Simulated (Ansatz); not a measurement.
The following input was run with Ansatz 0.2.0.

```yaml
crystal:
  lattice:
    - [-3.1475234177, 3.2479763569, 3.2479763569]
    - [3.1475234177, -3.2479763569, 3.2479763569]
    - [3.1475234177, 3.2479763569, -3.2479763569]
  atoms:
    - { symbol: Sn, position: [1.0, 0.25, 0.75] }
    - { symbol: Sn, position: [0.0, 0.75, 0.25] }
    - { symbol: Sn, position: [0.5, 0.5, 0.5] }
    - { symbol: Sn, position: [0.5, 0.0, 0.0] }
    - { symbol: O, position: [0.1946447404, 0.1946447404, 0.5] }
    - { symbol: O, position: [0.6946447404, 0.75, 0.9446447404] }
    - { symbol: O, position: [0.1946447404, 0.6946447404, 1.0] }
    - { symbol: O, position: [0.3053552596, 0.75, 0.5553552596] }
    - { symbol: O, position: [0.6946447404, 0.25, 0.4446447404] }
    - { symbol: O, position: [0.3053552596, 0.25, 0.0553552596] }
    - { symbol: O, position: [0.8053552596, 0.3053552596, 0.0] }
    - { symbol: O, position: [0.8053552596, 0.8053552596, 0.5] }
basis:
  ecutwfc: 420
kpoints:
  mp_grid: { grid: [6, 6, 6] }
hamiltonian:
  xc: pbe
scf:
  occupations: { method: gaussian, width: 0.02 }
output:
  forces: true
  stress: true
  eigenvalues: true
relax:
  adjacent_minimum: "off"
  f_tol: 0.01
  max_steps: 30
  cell: { stress_tol: 0.1, fix: [volume] }
```

Launched with
```bash
ansatz run input.yaml --threads 2 --pin off --max-ram 5120MiB --backend cpu --events-out ev --progress --plain --runs-dir out
```

Computed with Ansatz 0.2.0, DFT PBE, scalar-relativistic, plane waves, PAW.

Abridged output (final results; tables in files aren't shown):

```
SCF 5 converged in 4 iterations: F = -28634.450713 eV  dr2 = 3.37e-10
SCF converged after 4 iterations
Free energy (F): -28634.450713 eV
Harris-Foulkes:  -28634.450713 eV  (|F-HF|=1.12e-9)
Internal energy: -28634.450713 eV  (E = F + TS)
E sigma→0 (E₀):  -28634.450713 eV
Fermi energy:    11.729143 eV
--- Per-component energies (eV) ---
  E_band       = -109.073773
  E_kinetic    = 2191.196199
  E_local      = -5382.315009  (includes V_loc(G=0)·N_el)
  E_nonlocal   = 273.036110
  E_hartree    = 2867.337065
  E_xc         = -2114.811850
  E_vxc        = -1134.932077  (∫ρ·V_xc dr)
  E_paw        = -17866.277121  (= ΣΔE_a)
  E_vpaw       = -1790.753719  (= ΣTr[D̂ρ^β])
  E_aug_tail   = 0.019567  (compensation charges beyond the density's cutoff)
  E_ewald      = -8602.635673
  E_smearing   =  0.000000  (= −TS)
--- Forces (eV/Å), atoms counted from 1 ---
  atom   1  Sn     0.00000000     0.00000000     0.00000000
  atom   2  Sn     0.00000000     0.00000000     0.00000000
  atom   3  Sn     0.00000000     0.00000000     0.00000000
  atom   4  Sn     0.00000000     0.00000000     0.00000000
  atom   5  O      0.00000000     0.00000000     0.00047961
  atom   6  O      0.00000000     0.00047961     0.00000000
  atom   7  O      0.00000000     0.00000000     0.00047961
  atom   8  O      0.00000000    -0.00047961     0.00000000
  atom   9  O      0.00000000     0.00047961     0.00000000
  atom  10  O      0.00000000    -0.00047961     0.00000000
  atom  11  O      0.00000000     0.00000000    -0.00047961
  atom  12  O      0.00000000     0.00000000    -0.00047961
--- Stress (GPa, compression-positive) ---
       29.997440       0.000000       0.000000
        0.000000      29.948683       0.000000
        0.000000       0.000000      29.948683
  P = ⅓ Tr σ = 29.9649 GPa (299.649 kbar)
--- Band table (eV; the first three rows and the last of 30) ---
  k-point 0: bands = ["-10.5835", "-10.1801", "-10.1801", "-9.7622", "-9.7622", "-9.5857", "-9.2532", "-9.2114", "-9.1878", "-9.1878", "-9.0279", "-9.0067", "-9.0067", "-8.9285", "-8.9285", "-8.8997", "-8.8896", "-8.8896", "-8.8672", "-8.8672", "-8.4900", "-6.6104", "-6.6104", "-6.3513", "-6.3513", "-4.9687", "-4.9687", "-4.2318", "2.3380", "2.3380", "2.3521", "5.3436", "5.3436", "6.3667", "6.4654", "6.4654", "7.2942", "8.1150", "8.1150", "8.4690", "8.4690", "8.6178", "8.9636", "9.4581", "9.4581", "9.7016", "9.7016", "9.8150", "9.8150", "9.8813", "9.8813", "10.6888", "12.7694", "16.3585", "16.3585", "17.2701", "17.2701", "17.3657", "20.0230", "20.0230", "21.5929", "21.6254", "22.2454", "22.2 ...
  k-point 1: bands = ["-10.5227", "-10.2454", "-10.1304", "-9.7941", "-9.6252", "-9.5447", "-9.3670", "-9.2807", "-9.2061", "-9.1842", "-9.0193", "-9.0041", "-9.0006", "-8.9311", "-8.9282", "-8.9172", "-8.9126", "-8.9037", "-8.8830", "-8.8810", "-8.4374", "-6.5764", "-6.4779", "-6.4602", "-6.3625", "-5.0723", "-4.9207", "-4.3271", "2.4268", "2.5412", "2.6471", "5.5567", "5.5658", "6.1354", "6.5338", "6.6156", "7.0890", "7.4213", "7.9727", "7.9746", "8.3791", "9.0105", "9.1462", "9.1702", "9.2190", "9.6275", "9.6729", "9.7438", "9.7841", "9.8193", "9.9151", "10.5632", "13.4996", "16.5257", "16.6083", "17.4137", "17.7044", "17.7048", "20.0154", "20.2516", "21.0674", "21.8913", "22.1159", "22.4 ...
  k-point 2: bands = ["-10.3706", "-10.2734", "-9.9864", "-9.8860", "-9.7345", "-9.5071", "-9.4238", "-9.3873", "-9.1629", "-9.1212", "-9.0196", "-8.9975", "-8.9855", "-8.9842", "-8.9507", "-8.9403", "-8.9248", "-8.9180", "-8.9110", "-8.9041", "-8.2243", "-7.1392", "-6.3168", "-6.2328", "-6.1481", "-5.3530", "-4.8156", "-4.5363", "2.7057", "2.9871", "3.4323", "5.4120", "6.0161", "6.1459", "6.1997", "6.7327", "6.7601", "7.0632", "7.5523", "7.6027", "8.1500", "8.3909", "8.6238", "9.1607", "9.2662", "9.4629", "9.6700", "9.7288", "9.7597", "9.8848", "9.9640", "10.3456", "14.8672", "16.6698", "17.2350", "17.7098", "18.5948", "18.7454", "19.9991", "20.5381", "20.7148", "20.9774", "22.0025", "22.57 ...
  k-point 29: bands = ["-10.2965", "-10.2965", "-10.1562", "-10.1562", "-9.7423", "-9.7423", "-9.1922", "-9.1922", "-9.1857", "-9.1857", "-9.0019", "-9.0019", "-8.9502", "-8.9502", "-8.9396", "-8.9396", "-8.9000", "-8.9000", "-8.8654", "-8.8654", "-6.7777", "-6.7777", "-6.6055", "-6.6055", "-6.4043", "-6.4043", "-4.8639", "-4.8639", "3.2742", "3.2742", "5.2953", "5.2953", "6.2949", "6.2949", "6.6487", "6.6487", "6.9432", "6.9432", "7.4532", "7.4532", "8.0214", "8.0214", "8.5121", "8.5121", "8.8213", "8.8213", "9.3418", "9.3418", "9.3561", "9.3561", "9.7726", "9.7726", "16.3668", "16.3668", "17.7817", "17.7817", "18.7006", "18.7006", "21.0816", "21.0816", "21.6942", "21.6942", "22.6375", "22. ...
--- Relaxed structure (4 steps of the walk, 4 accepted, 1 SCFs on fresh bases) ---
  F+E_penalty+E_count = -28634.45071293 eV   max|allowed force component| = 4.796e-4 eV/Å   (the final SCF, on the basis selected at the relaxed cell)
  cell:  # Å, volume = 132.8173 Å³
    - [-3.16241362, 3.24032079, 3.24032079]
    - [3.16241362, -3.24032079, 3.24032079]
    - [3.16241362, 3.24032079, -3.24032079]
  atoms:
    - { symbol: Sn, position: [1.0, 0.25, 0.75] }
    - { symbol: Sn, position: [0.0, 0.75, 0.24999999] }
    - { symbol: Sn, position: [0.5, 0.5, 0.5] }
    - { symbol: Sn, position: [0.5, 0.0, 0.0] }
    - { symbol: O, position: [0.19474294, 0.19474294, 0.5] }
    - { symbol: O, position: [0.69474294, 0.74999999, 0.94474294] }
    - { symbol: O, position: [0.19474294, 0.69474294, 1.0] }
    - { symbol: O, position: [0.30525705, 0.75, 0.55525705] }
    - { symbol: O, position: [0.69474294, 0.25000000, 0.44474294] }
    - { symbol: O, position: [0.30525705, 0.25, 0.05525705] }
    - { symbol: O, position: [0.80525705, 0.30525705, 0.0] }
    - { symbol: O, position: [0.80525705, 0.80525705, 0.5] }
```

The relaxation met its thresholds.

The run took 40 s on 2 threads of Arm Neoverse V1, on a shared host, peak memory 0.54 GiB.